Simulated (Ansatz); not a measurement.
Na₄F and its competing phases

These are results of Ansatz, DFT PBE, scalar-relativistic, plane waves, PAW, not measurements. All cells share a 420 eV cutoff and Γ-centred k meshes spaced at most about 0.3 Å⁻¹ (about 0.25 or finer for metals, 2π included). No spin polarisation.

Formation energies are uncorrected and refer to the elements' standard structures at the same level (F₂ as a molecule).

These are static total energies at zero pressure.

The competitors are the elements and 1 reference phase of this chemical system (from databases or known types: NaF), relaxed at the same level; other known phases may be missing.

The candidate was reached from: random cell.

```
Na F
1.0
    -3.17474    3.17474    3.17474
     3.17474   -3.17474    3.17474
     3.17474    3.17474   -3.17474
Na F
4 1
Direct
  0.50000 0.50000 0.50000
  0.00000 0.00000 0.50000
  0.00000 0.50000 0.00000
  0.50000 0.00000 0.00000
  0.00000 0.00000 0.00000
```

The lowest competing mixture at this composition:

| phase | space group | source | share of atoms | ΔE_f (eV/atom) |
| --- | --- | --- | --- | --- |
| Na | - | element | 0.6000 | -0.0014 |
| NaF | Fm-3m (No. 225) | Materials Project | 0.4000 | -2.711 |

The lowest database cell of Na (-0.0014) lies slightly below the reference, hence the non-zero entry.

Problem. What are the hull's energy here, the candidate's formation energy and its margin?

Solution. The hull lies at -1.085 eV/atom, the weighted sum of the last column. The candidate has -0.798 eV/atom, which is 0.29 eV/atom above it. The candidate matches no cell in the subsets of the Crystallography Open Database and the Materials Project at hand. A phase this far over the hull is unlikely to be made.
